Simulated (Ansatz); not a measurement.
The cell is COD entry 9008802, as deposited and not checked against the literature; nothing was relaxed.

An input for AlNi: DFT, PBE, all-electron LAPW, scalar-relativistic (Ansatz 0.2.0).

```yaml
crystal:
  lattice:
    - [2.881, 0.0, 0.0]
    - [0.0, 2.881, 0.0]
    - [0.0, 0.0, 2.881]
  atoms:
    - { symbol: Al, position: [0.0, 0.0, 0.0] }
    - { symbol: Ni, position: [0.5, 0.5, 0.5], spin: 1.5 }
magnetization:
  spin_polarized: true
kpoints:
  mp_grid: { grid: [13, 13, 13] }
  band_path:
    path:
      - [0.0, 0.0, 0.0]
      - [0.0, 0.5, 0.0]
      - [0.5, 0.5, 0.0]
      - [0.0, 0.0, 0.0]
      - [0.5, 0.5, 0.5]
      - [0.0, 0.5, 0.0]
      - [0.5, 0.5, 0.5]
      - [0.5, 0.5, 0.0]
    npoints: 8
scf:
  occupations: { method: fermi_dirac, width: 0.05 }
hamiltonian:
  xc: pbe
  pseudopotentials: { kind: all_electron, lapw: { basis_error: 0.0005 } }
output:
  forces: true
  stress: true
  eigenvalues: true
  fatbands: true
  populations: true
  dos: { projected: true, de: 0.2, e_range: [-14, 8] }
```

Set-up and iterations as logged by Ansatz (the results part is left out, to be predicted):

```
Al: projections on atomic orbitals take those of the free atom 1s2 2s2 2p6 3s2 3p1, of charge +0.00 (hamiltonian.pseudopotentials.projection_atoms)
Ni: projections on atomic orbitals take those of the free atom 1s2 2s2 2p6 3s2 3p6 3d8 4s2, of charge +0.00 (hamiltonian.pseudopotentials.projection_atoms)
LAPW: plane waves up to 8.531 Å⁻¹, error target 5.0e-4 eV per atom; small_component_spin mean_spin; Al in spheres of 1.148 Å, 11 of its electrons in bands, Dirac shells []; Ni in spheres of 1.347 Å, 18 of its electrons in bands, Dirac shells []
Engine: ansatz 0.2.0
Pseudopotentials: kind: all_electron
Pseudopotential: Al, LAPW, valence charge 11, Koelling and Harmon's equation, gaussian nucleus
Pseudopotential: Ni, LAPW, valence charge 18, Koelling and Harmon's equation, gaussian nucleus
Functional definition: PBE
  parameter kappa = 0.804
  parameter beta = 0.06672455060314922
  exchange = pbe_x(kappa = kappa, mu = beta*pi^2/3)
  correlation = pbe_c(beta = beta)
Crystal: 2 atoms, lattice volume = 23.913 Å³
Basis set: ecut = 277.2812319071547 eV, 251 PW (Γ), exchange–correlation at level 2
Bands: 20, of which v1, the nominal top of the filled ones, is band 15 counted from 1 (14 counted from 0)
Symmetry: 48 space group operations
Space group: Pm-3m (ITA 221), of the structure as read, at distance tolerance 2.9e-5 Å
Magnetic group: BNS 221.92 (UNI 1594), of the structure as read, at distance tolerance 2.9e-5 Å
k-points: 84 of 2197
Non-local potential: Al, projectors of the file, none
Non-local potential: Ni, projectors of the file, none
Initial density: superposition of atomic densities (chi_scale 0.1, normalization cell)
Starting moments: Σ|m| = 1.5 μB on 1 of 2 sites
Initial wavefunctions: plane waves of lowest kinetic energy (no species holds an atomic orbital)
Functional: x = pbe(κ = 0.804, μ = 0.2195149727645171), c = pbe(β = 0.06672455060314922)
iter 1 solved again at ethr=1.47e-3 eV; its pass at ethr=1.00e-1 eV (dr2=4.26e-1 eV) is discarded
SCF iter   1: F=—  HF=-47991.996705 eV  |F-HF|=—  |Δ(HF+E_count)|=         —  Δρ=5.31e-2 (↑3.41e-2 ↓5.31e-2)  dr2=4.26e-1  dr2_m=3.75e-1  β_m=0.30  ethr=1.47e-3  ⟨swp⟩=2.0  Hψ=23288  notcnv=0
Mixer restart at iter 1: flushing history
SCF iter   2: F=—  HF=-47991.908879 eV  |F-HF|=—  |Δ(HF+E_count)|=   8.78e-2  Δρ=3.69e-2 (↑2.63e-2 ↓3.69e-2)  dr2=1.84e-1  dr2_m=1.99e-1  β_m=0.65  ethr=1.47e-3  ⟨swp⟩=2.0  Hψ=9727  notcnv=0
SCF iter   3: F=—  HF=-47993.025091 eV  |F-HF|=—  |Δ(HF+E_count)|=    1.12e0  Δρ=2.38e-2 (↑1.78e-2 ↓2.38e-2)  dr2=5.69e-1  dr2_m=3.07e-3  β_m=0.46  ethr=6.33e-4  ⟨swp⟩=3.0  Hψ=10552  notcnv=0
iter 4 solved again at ethr=3.40e-6 eV; its pass at ethr=6.33e-4 eV (dr2=9.86e-4 eV) is discarded
SCF iter   4: F=—  HF=-47991.694743 eV  |F-HF|=—  |Δ(HF+E_count)|=    1.33e0  Δρ=1.78e-3 (↑1.75e-3 ↓1.78e-3)  dr2=9.87e-4  dr2_m=1.73e-4  β_m=0.63  ethr=3.40e-6  ⟨swp⟩=2.8  Hψ=17907  notcnv=0
SCF iter   5: F=—  HF=-47991.695650 eV  |F-HF|=—  |Δ(HF+E_count)|=   9.07e-4  Δρ=6.90e-4 (↑6.90e-4 ↓5.12e-4)  dr2=1.07e-4  dr2_m=1.50e-5  β_m=0.82  ethr=3.40e-6  ⟨swp⟩=2.9  Hψ=9327  notcnv=0
SCF iter   6: F=—  HF=-47991.695854 eV  |F-HF|=—  |Δ(HF+E_count)|=   2.04e-4  Δρ=7.16e-5 (↑7.16e-5 ↓4.47e-5)  dr2=2.81e-7  dr2_m=6.88e-7  β_m=0.87  ethr=3.70e-7  ⟨swp⟩=3.0  Hψ=9789  notcnv=0
SCF iter   7: F=—  HF=-47991.695861 eV  |F-HF|=—  |Δ(HF+E_count)|=   7.32e-6  Δρ=2.33e-5 (↑1.32e-5 ↓2.33e-5)  dr2=2.48e-7  dr2_m=3.86e-8  β_m=0.85  ethr=9.68e-10  ⟨swp⟩=3.0  Hψ=9918  notcnv=0
SCF iter   8: F=—  HF=-47991.695861 eV  |F-HF|=—  |Δ(HF+E_count)|=   5.17e-7  Δρ=4.39e-6 (↑3.42e-6 ↓4.39e-6)  dr2=2.14e-9  dr2_m=2.94e-9  β_m=0.82  ethr=8.55e-10  ⟨swp⟩=2.3  Hψ=8917  notcnv=0
SCF iter   9: F=—  HF=-47991.695861 eV  |F-HF|=—  |Δ(HF+E_count)|=   2.87e-9  Δρ=1.06e-6 (↑1.06e-6 ↓6.10e-7)  dr2=4.40e-10  dr2_m=8.73e-11  β_m=0.82  ethr=7.37e-12  ⟨swp⟩=3.0  Hψ=9850  notcnv=0
SCF iter  10: F=—  HF=-47991.695861 eV  |F-HF|=—  |Δ(HF+E_count)|=  9.82e-10  Δρ=2.45e-7 (↑2.06e-7 ↓2.45e-7)  dr2=4.60e-13  dr2_m=1.10e-11  β_m=0.91  ethr=1.52e-12  ⟨swp⟩=2.9  Hψ=9320  notcnv=0
SCF iter  11: F=-47991.695861 eV  HF=-47991.695861 eV  |F-HF|=2.91e-11  |Δ(HF+E_count)|=  1.24e-10  Δρ=2.76e-8 (↑2.76e-8 ↓2.12e-8)  dr2=7.33e-14  dr2_m=1.21e-13  ethr=1.05e-12 (applied; sched 1.00e-12)  ⟨swp⟩=2.0  Hψ=8816  notcnv=0
```

What pressure will this run report?

1.91 GPa (positive in compression).

What moment will the cell end with?

0.00 μB.

Is there a band gap?

none: bands cross the Fermi level, a metal.
